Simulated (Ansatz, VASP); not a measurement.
CuO2 in VASP and in Ansatz

INCAR

```
  ALGO = Normal
  EDIFF = 1E-6
  ENCUT = 520
  GGA = PE
  ISIF = 2
  ISMEAR = 0
  ISPIN = 2
  LASPH = True
  LCHARG = True
  LELF = True
  LMAXMIX = 4
  LORBIT = 11
  LREAL = False
  LVHAR = True
  LWAVE = False
  MAGMOM = 1 0 0
  NBANDS = 22
  NELM = 150
  PREC = Accurate
  SIGMA = 0.1
```

Contents of KPOINTS:

```
k-points
0
Gamma
  6 6 6
```

POSCAR

```
CuO2
1.0
    0.0000000000      2.4618215478      2.4618215478
    2.4618215478      0.0000000000      2.4618215478
    2.4618215478      2.4618215478      0.0000000000
Cu O
1 2
Direct
    0.0000000000      0.0000000000      0.0000000000
    0.2500000000      0.2500000000      0.2500000000
    0.7500000000      0.7500000000      0.7500000000
```

Input for Ansatz:

```yaml
crystal:
  lattice:
    - [0.0, 2.4618215478, 2.4618215478]
    - [2.4618215478, 0.0, 2.4618215478]
    - [2.4618215478, 2.4618215478, 0.0]
  atoms:
    - { symbol: Cu, position: [0.0, 0.0, 0.0], spin: 1.0 }
    - { symbol: O, position: [0.25, 0.25, 0.25] }
    - { symbol: O, position: [0.75, 0.75, 0.75] }
basis:
  ecutwfc: 420
kpoints:
  mp_grid: { grid: [6, 6, 6] }
hamiltonian:
  xc: pbe
scf:
  occupations: { method: gaussian, width: 0.1 }
  lower_state_search: "off"
output:
  forces: true
  stress: true
  eigenvalues: true
  populations: true
magnetization:
  spin_polarized: true
```

The cell was built by a generator and needn't be a form met in nature.

Alike in both runs: task single point; functional PBE; k mesh 6 × 6 × 6; occupations gaussian, width 0.1 eV; collinear spin.

|  | VASP | Ansatz |
| --- | --- | --- |
| version | VASP 6.6.1 | Ansatz 0.2.0 |
| potentials or method | VASP PAW PBE potentials, release 64 (Cu, O) | scalar-relativistic, plane waves, PAW |
| plane-wave cutoff (eV) | 520 | 420 |
| valence electrons in the cell | 23 | 31 |

```csv
,VASP,Ansatz,Ansatz less VASP
gap on the k mesh at the Fermi level (eV),none,none,-
pressure (GPa),-6.1,-6.7,-0.61
net moment per atom (μB),0.71,0.71,-0.001
size of the moment on the site where the two differ most (μB),0.60,0.66,+0.056
```

Site moments also hang on the region over which each program counts them. A gap of «none» marks a metal or a gap that the smearing closes. The two sets of potentials don't hold the same shells in valence.

Caveats: the k mesh is coarse (spacing up to 0.37 Å⁻¹), so the values aren't converged; a cell with one magnetic atom can't hold antiferromagnetic order, which such compounds often take; semilocal functionals often make such compounds metallic where correlation or magnetic order opens a gap, which also shifts bond lengths.
